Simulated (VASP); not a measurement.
# MgS (F-43m) in VASP: further runs

The runs below take MgS through single point, with LDA.

Everything below comes from runs of VASP 6.6.1. Logs are shortened: lines on timing, memory, paths and dates and some standing lists are left out, and cuts for length are marked.

## (1) Starting point

Symmetry: F-43m, No. 216, cubic system. Conventional cell: a = 5.594 Å, b = 5.594 Å, c = 5.594 Å, α = 90.00°, β = 90.00°, γ = 90.00°. Mg (site symmetry -43m) is surrounded by 4 S at 2.42 Å. S (site symmetry -43m) is surrounded by 4 Mg at 2.42 Å.

The cell was built by a generator and needn't be a form met in nature.

## (2) Single point, LDA

INCAR

```
SYSTEM = MgS
PREC = Accurate
ENCUT = 520
EDIFF = 1E-6
ISMEAR = 0
SIGMA = 0.02
LREAL = .False.
LASPH = .True.
NELM = 100
ALGO = Normal
ISIF = 2
LWAVE = .False.
LCHARG = .False.
NBANDS = 16
```

KPOINTS

```
regular mesh
0
Gamma
  6 4 6
  0 0 0
```

POSCAR

```
MgS
1.0
    3.9554811189      0.0000000000      0.0000000000
    0.0000000000      5.5938950236      0.0000000000
    0.0000000000      0.0000000000      3.9554811189
Mg S
2 2
Direct
    0.0000000000      0.0000000000      0.0000000000
    0.5000000000      0.5000000000      0.5000000000
    0.5000000000      0.2500000000      0.0000000000
    0.0000000000      0.7500000000      0.5000000000
```

Potentials or basis: VASP PAW LDA potentials, release 64 (Mg, S).

Launch:

```sh
> cat potpaw_LDA.64/Mg/POTCAR potpaw_LDA.64/S/POTCAR > POTCAR
> mpirun -np 1 vasp_std > vasp.out
```

OUTCAR:

```text
SYSTEM = MgS
   PREC = Accurate
   ENCUT = 520
   EDIFF = 1E-6
   ISMEAR = 0
   LREAL = .False.
   LASPH = .True.
   NELM = 100
   ISIF = 2

 ion  position               nearest neighbor table
   1  0.000  0.000  0.000-   3 2.42   4 2.42   4 2.42   3 2.42
   2  0.500  0.500  0.500-   3 2.42   4 2.42   3 2.42   4 2.42
   3  0.500  0.250  0.000-   1 2.42   2 2.42   2 2.42   1 2.42
   4  0.000  0.750  0.500-   1 2.42   2 2.42   1 2.42   2 2.42

  LATTYP: Found a simple tetragonal cell.
 ALAT       =     3.9554811189
 C/A-ratio  =     1.4142135572

  Lattice vectors:

 A1 = (  -3.9554811189,   0.0000000000,   0.0000000000)
 A2 = (   0.0000000000,   0.0000000000,   3.9554811189)
 A3 = (   0.0000000000,   5.5938950236,   0.0000000000)

Analysis of symmetry for initial positions (statically):
=====================================================================
 Subroutine PRICEL returns following result:

  LATTYP: Found a face centered cubic cell.
 ALAT       =     5.5938950338

  Lattice vectors:

 A1 = (  -1.9777405595,   2.7969475118,   1.9777405595)
 A2 = (  -0.0000000000,   0.0000000000,   3.9554811189)
 A3 = (   1.9777405594,   2.7969475118,   1.9777405594)

   2 primitive cells build up your supercell.

 Routine SETGRP: Setting up the symmetry group for a
 simple tetragonal supercell.

 Subroutine GETGRP returns: Found  8 space group operations
 (whereof  8 operations were pure point group operations)
 out of a pool of 16 trial point group operations.

The static configuration has the point symmetry D_2d.

Analysis of symmetry for dynamics (positions and initial velocities):
=====================================================================
 Subroutine PRICEL returns following result:

  LATTYP: Found a face centered cubic cell.
 ALAT       =     5.5938950338

  Lattice vectors:

 A1 = (  -1.9777405595,   2.7969475118,   1.9777405595)
 A2 = (  -0.0000000000,   0.0000000000,   3.9554811189)
 A3 = (   1.9777405594,   2.7969475118,   1.9777405594)

   2 primitive cells build up your supercell.

 Routine SETGRP: Setting up the symmetry group for a
 simple tetragonal supercell.

 Subroutine GETGRP returns: Found  8 space group operations
 (whereof  8 operations were pure point group operations)
 out of a pool of 16 trial point group operations.

The dynamic configuration has the point symmetry D_2d.

 Subroutine INISYM returns: Found  8 space group operations
[... 98 lines left out ...]
   LREAL  =      F    real-space projection
   EDIFFG = 0.1E-04   stopping-criterion for IOM
   NSW    =      0    number of steps for IOM
   IBRION =     -1    ionic relax: 0-MD 1-quasi-New 2-CG
   NFREE  =      0    steps in history (QN), initial steepest desc. (CG)
   ISIF   =      2    stress and relaxation
   ISYM   =      2    0-nonsym 1-usesym 2-fastsym
   POTIM  = 0.5000    time-step for ionic-motion
   TEBEG  =    0.0;   TEEND  =   0.0 temperature during run
   PSTRESS=    0.0 pullay stress
   NELECT =      16.0000    total number of electrons
   NUPDOWN=      -1.0000    fix difference up-down
   EMIN   =  10.00;   EMAX   =-10.00  energy-range for DOS
   EFERMI =   0.00;   METHOD = LEGACY
   ISMEAR =     0;   SIGMA  =   0.02  broadening in eV -4-tet -1-fermi 0-gaus
   EFERMI_NEDOS =   21; number of points for ismear=-14 and -15
   IALGO  =     38    algorithm
   IMIX   =      4    mixing-type and parameters
     AMIX     =   0.40;   BMIX     =  1.00
     AMIX_MAG =   1.60;   BMIX_MAG =  1.00
  volume/ion in A,a.u.               =      21.88       147.66
  Fermi-wavevector in a.u.,A,eV,Ry     =   0.929131  1.755804 11.745710  0.863285
  Thomas-Fermi vector in A             =   2.055382
   LORBIT       =      0    0 simple, 1 ext, 2 COOP (PROOUT), +10 PAW based schemes
   GGA     = CA    functional components
   LHFCALC =     F    Hartree Fock is set to
   AEXX    =    0.0000 exact exchange contribution
   IVDW    =     0    specifies the selected vdW correction
   LEPSILON=     F    determine dielectric tensor
   LRPA    =     F    only Hartree local field effects (RPA)
 non-spin polarized calculation
 Gauss-broadening in eV      SIGMA  =   0.02
  energy-cutoff  :      520.00
  volume of cell :       87.52
 maximum number of plane-waves:      2405
 NGX is ok and might be reduce to    30
   NGX = 15   NGY = 21   NGZ = 15

 number of electron      16.0000006 magnetization

 Free energy of the ion-electron system (eV)
  ---------------------------------------------------
  ext. energy  EPLUGINS =         0.00000000
  ---------------------------------------------------
  free energy    TOTEN  =       -18.78673945 eV

  energy without entropy =      -18.78673945  energy(sigma->0) =      -18.78673945

 E-fermi :   1.2601     XC(G=0):  -8.8998

 val. band max:        1.1270935646   @ k =   0.0000   0.0000   0.0000
 cond. band min:       4.5035491220   @ k =   0.0000   0.0000   0.0000
 fundamental gap:      3.3764555574
 Fermi energy:         1.2601172164

 k-point     1 :       0.0000    0.0000    0.0000
  band No.  band energies     occupation
      1     -10.2344      2.00000
      2      -9.2303      2.00000
      3      -1.8619      2.00000
      4       0.0255      2.00000
      5       0.0255      2.00000
      6       1.1270      2.00000
[... 433 lines left out ...]
      3      -1.4251      2.00000
      4      -1.4244      2.00000
      5      -1.0102      2.00000
      6      -0.0742      2.00000
[... 8 lines left out ...]
     15      10.7648      0.00000
     16      11.2219      0.00000

 [... further k-points ...]

------------------------ aborting loop because EDIFF is reached ----------------------------------------

  FORCE on cell =-STRESS in cart. coord.  units (eV):
  Direction    XX          YY          ZZ          XY          YZ          ZX
  --------------------------------------------------------------------------------------
  -------------------------------------------------------------------------------------
  Total       -0.1892141     -0.1945448     -0.1892141      0.0000000     -0.0000000      0.0000000
  in kB       -3.4637865     -3.5613715     -3.4637865      0.0000000     -0.0000000      0.0000000
  external PRESSURE =      -3.4963148 kB  Pullay stress =       0.0000000 kB

 VOLUME and BASIS-vectors are now :
 -----------------------------------------------------------------------------
  energy-cutoff  :      520.00
  volume of cell :       87.52
      direct lattice vectors                 reciprocal lattice vectors
     3.955481119  0.000000000  0.000000000     0.252813746  0.000000000  0.000000000
     0.000000000  5.593895024  0.000000000     0.000000000  0.178766315  0.000000000
     0.000000000  0.000000000  3.955481119     0.000000000  0.000000000  0.252813746

 POSITION                                       TOTAL-FORCE (eV/Angst)
 -----------------------------------------------------------------------------------
      0.00000      0.00000      0.00000         0.000000     -0.000000      0.000000
      1.97774      2.79695      1.97774         0.000000     -0.000000      0.000000
      1.97774      1.39847      0.00000         0.000000      0.000000     -0.000000
      0.00000      4.19542      1.97774        -0.000000      0.000000      0.000000
 -----------------------------------------------------------------------------------
    total drift:                                0.000000      0.000000     -0.000000

  FREE ENERGIE OF THE ION-ELECTRON SYSTEM (eV)
  ---------------------------------------------------
  free  energy   TOTEN  =       -18.7867394519 eV

  energy  without entropy=      -18.7867394519  energy(sigma->0) =      -18.78673945
```

stdout:

```text
POSCAR found type information on POSCAR MgS
 POSCAR found :  2 types and       4 ions
 scaLAPACK will be used
 LDA part: xc-table for (Slater(with rela. corr.)+CA(PZ))
 , standard interpolation
 POSCAR, INCAR and KPOINTS ok, starting setup
 FFT: planning ... GRIDC
 FFT: planning ... GRID_SOFT
 FFT: planning ... GRID
 WAVECAR not read
 entering main loop
```

It took 28 s on 1 thread of Intel Xeon Platinum 8488C (Sapphire Rapids), shared host; peak memory 0.18 GiB.

Results:

```
Free energy            : -18.7867 eV
Pressure               : -0.3 GPa
Band gap on the k mesh : 3.38 eV
```

[end of part 1 of 2]
